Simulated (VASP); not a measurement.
# Settings for SnO: self-consistent run

SnO, P1 (no. 1), 4 atoms in the cell. PBE; PAW potentials Sn_d, O (PBE set). VASP 6.6.1. The atoms are moved at random off their ideal places.

Wanted: energy within 1 meV/atom; forces within 0.005 eV/Å; pressure within 0.1 GPa.

POSCAR:
```
SnO
1.0
    3.8136952200      0.0000000000      0.0000000000
    0.0000000000      3.8136952200      0.0000000000
    0.0000000000      0.0000000000      4.8869133000
Sn O
2 2
Direct
    0.5036350000      0.0021080000      0.7638370000
   -0.0000600000      0.5002560000      0.2371670000
   -0.0020170000      0.0006970000      0.0069670000
    0.5017040000      0.5023450000     -0.0016740000
```

## One numerical tag moved

| One numerical tag moved | Energy less reference (meV/atom) | Forces, largest deviation (eV/Å) | Pressure (GPa) | SCF iterations | Time (s) |
|---|---|---|---|---|---|
| default | 0.0 | 0.0000 | 3.47 | 16 | 95 |
| DEPER = 0.05 | 0.0 | 0.0001 | 3.48 | 15 | 112 |
| NDAV = 8 | 0.0 | 0.0000 | 3.47 | 16 | 98 |
| EBREAK = 0.0001 | 0.0 | 0.0003 | 3.48 | 20 | 94 |
| EBREAK = 1e-10 | 0.0 | 0.0001 | 3.47 | 16 | 98 |
| LCORR = F | 0.0 | 0.0010 | 3.48 | 16 | 95 |
| WEIMIN = 0.0 | 0.0 | 0.0000 | 3.47 | 16 | 93 |
| NBLK = 64 | 0.0 | 0.0000 | 3.47 | 16 | 99 |
| LMAXPAW = -1 | -4.8 | 0.0269 | 3.34 | 16 | 114 |

## Question

For each series: keep the first row unless others stay within half of the tolerance and take at least 30 % less time, and then take the fastest.

## Answer

- one numerical tag moved: default

## The input

INCAR:
```
SYSTEM = SnO
PREC = Accurate
ENCUT = 520
EDIFF = 1E-7
ISMEAR = 0
SIGMA = 0.02
LREAL = .False.
LASPH = .True.
ALGO = Normal
NELM = 100
ISIF = 2
LWAVE = .False.
LCHARG = .False.
```

KPOINTS:
```
k-points
0
Gamma
  6 6 5
```

Commands:
```
cat potpaw_PBE.64/Sn_d/POTCAR potpaw_PBE.64/O/POTCAR > POTCAR
mpirun -np 1 vasp_std > vasp.out
```

The chosen input took VASP 6.6.1 95 s on 1 core (AMD EPYC 7R13 (Zen 3)), a shared host.

## An input that fails: LMAXPAW = -1 without LASPH

It runs to its end, but against the unchanged starting input it is off by 4.8 meV/atom in the energy, 0.0269 eV/Å in the forces, 0.14 GPa in the pressure.

Changes against the starting input:
```
- LASPH = True
+ LASPH = False
+ LMAXPAW = -1
```
